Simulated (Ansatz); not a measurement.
# Pd: energy change per atom and pressure against volume scale

All results are calculated (Ansatz 0.2.0). Plane-wave DFT, scalar-relativistic PAW made under PBE with cores redone for the functional, no dispersion; the given relaxed cell is scaled uniformly, energy at zero smearing counts from the unscaled cell, pressure at the given Fermi-Dirac smearing is positive in compression.

The cell before it is scaled or strained (space group Fd-3m, No. 227):
```
CELL_PARAMETERS angstrom
0.00000 2.94780 2.94780
2.94780 0.00000 2.94780
2.94780 2.94780 0.00000
ATOMIC_POSITIONS crystal
Pd 0.12500 0.12500 0.12500
Pd 0.87500 0.87500 0.87500
```

Settings of every row: spin polarised yes; functional RPBE; wave cutoff 420 eV; smearing width 0.05 eV; k mesh 10x10x10.

Atom:
```
element  starting moment (Bohr magneton)
     Pd                             0.45
     Pd                             0.45
```

Limits: search for a lower magnetic state is off; the cell comes from a prototype or a list of computed structures and needn't be the stable phase.

```
row  volume scale  V (Å³/atom)  energy change per atom (meV)  pressure (GPa)  largest site moment (Bohr magneton)
  1          0.88       22.541                         82.36            9.98                                 0.46
  2          0.92       23.566                             ?               ?                                    ?
  3          0.96        24.59                          7.37            2.54                                 0.45
  4          1.04        26.64                           7.1           -1.95                                 0.44
  5          1.08       27.664                         25.06           -3.43                                 0.44
  6          1.12       28.689                         51.25           -4.54                                 0.43
```

Question: what energy change per atom and pressure should row 2 give?

Worked fit of energy change per atom. Take u = (V_r/V)^(2/3) − 1 with V_r = 26.64 Å³ an atom, which is twice the finite (Eulerian) strain; such expansions in the strain, on which the Birch-Murnaghan equation of state is built, carry the rest volume and the bulk modulus. The shown rows have u = 0.11783, 0.05483, 0, -0.02483, -0.0482. Least squares give energy change per atom = 6.316 − 486.75 × u + 9584.22 × u² meV; a straight line predicts inner rows, each left out in turn, worse (root mean square 32 against 1.8 meV). The rows lie off it by 0.33, -1.07, 0.78, 0.75, -0.79 (root mean square 0.78 meV). The withheld row has u = 0.08517, so the fit gives 6.316 − 486.75 × (0.08517) + 9584.22 × (0.08517)² = 34.38 meV.

The calculation gave 33.12 meV. The fit lies 1.26 meV (3.8 % of the value, 1.7 % of the column's range) above it; its largest miss of a shown row is 1.07 meV.

Worked fit of pressure. Take u = (V_r/V)^(2/3) − 1 with V_r = 26.64 Å³ an atom, which is twice the finite (Eulerian) strain; such expansions in the strain, on which the Birch-Murnaghan equation of state is built, carry the rest volume and the bulk modulus. The shown rows have u = 0.11783, 0.05483, 0, -0.02483, -0.0482. Least squares give pressure = −1.974 + 66.856 × u + 292.85 × u² GPa; a straight line predicts inner rows, each left out in turn, worse (root mean square 0.98 against 0.054 GPa). The rows lie off it by 0.01, -0.03, 0.02, 0.02, -0.02. The pressure vanishes at u = 0.0265, or V = 25.62 Å³ an atom, and there the bulk modulus at fixed shape and fractions is B = −V dP/dV = (2/3)(1 + u) dP/du = 56.4 GPa. The withheld row has u = 0.08517, so the fit gives −1.974 + 66.856 × (0.08517) + 292.85 × (0.08517)² = 5.84 GPa.

The calculation gave 5.77 GPa. The fit lies 0.07 GPa (1.2 % of the value, 0.48 % of the column's range) above it; its largest miss of a shown row is 0.03 GPa.

The other values of row 2: largest site moment 0.46 Bohr magneton.
